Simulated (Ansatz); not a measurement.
# MnAs in the zincblende structure

The computed numbers are results of PBE, scalar-relativistic (collinear spin) in the plane-wave PAW code Ansatz at 420 eV, Γ-centred 12×12×12 mesh, 0.05 eV Gaussian smearing. The datasets are Ansatz's generated set soft_2.

```
Mn As
1.0
     0.00000    2.82995    2.82995
     2.82995    0.00000    2.82995
     2.82995    2.82995    0.00000
Mn As
1 1
Direct
  0.00000 0.00000 0.00000
  0.25000 0.25000 0.25000
```

The start was a prototype's sites filled with these elements. The Crystallography Open Database lists the compound in space group Pnma, so this is a trial structure.

Magnetic state: ferromagnetic, site spin moments Mn 3.52; As -0.15 μB.

Cell and atoms are those of this level's equilibrium.

Path: Γ–X–U | K–Γ–L–W–X, with Γ = (0.000, 0.000, 0.000), X = (-0.500, -0.500, 0.000), U = (-0.375, -0.375, 0.250), K = (-0.375, 0.000, 0.375), L = (0.000, 0.000, 0.500), W = (-0.500, -0.250, 0.250) in reciprocal vectors of the calculation's cell.

Problem. Is it a metal or an insulator, and if it has a gap, where are the band edges on this path?

Solution. A metal: bands cross the Fermi level.

Bands as a text map, energy in eV from the Fermi level (dashes), each leg drawn with the same width, + spin up, o spin down, # both:
```
  4.86 |    oo###o          +     oo ooo             o##
  4.57 | o++            +    o           +         +    
  4.29 |    +        +++      o  o+++++++               
  4.00 |o          ++        #oooo                  +   
  3.71 |o#   ++ +++         o  o +o                  +  
  3.43 | o     +           o o# o  o                  ++
  3.14 |+ o                    ++o  o                   
  2.86 |   o              o  o       o                  
  2.57 |+  o             o  o++++ o   oooo              
  2.29 | +  o               + + ++       oooo           
  2.00 | +  o           o  o +    +       o  oooooo     
  1.71 |  +  o      oooo  o#       #       o       oo   
  1.43 |      o  ooooooooo       +  #       oo       o  
  1.14 |  + oooooo       o#  +       ++++   oooooooooooo
  0.86 |ooo#   oooooooooo oo#oooooooooooo#oo         ooo
  0.57 |  o              #ooo            ## ooooooooo   
  0.29 |   ##            o  +     +        #            
  0.00 |-----ooooooooooo#--+--------------+-#ooooooooooo
 -0.29 |    ++       +++                                
 -0.57 |           ++      +       +       + +          
 -0.86 |      +++++       +                   ++++++++++
 -1.14 |     +    ++                        +       +   
 -1.43 |            +++++++         +        +    ++    
 -1.71 |      #oooooooooo#o               o      +   ooo
 -2.00 |oooooo ++#o   +++  oooooooooo#oooo o#####oooo#++
 -2.29 | o        +#++     o o   o    ++++#+   ++++#+   
 -2.57 |  o+++++++++##++++#+      o  ++++++#++++++#+++++
 -2.86 |+++#+++      +##+#++#++++++++      +#+   o      
        Γ      X      UK       Γ       L       W       X
```

The run wasn't fully tested for a lower electronic state. Site moments are of spin, integrated over atomic spheres. The moments were started parallel, and the real magnetic order may be another.
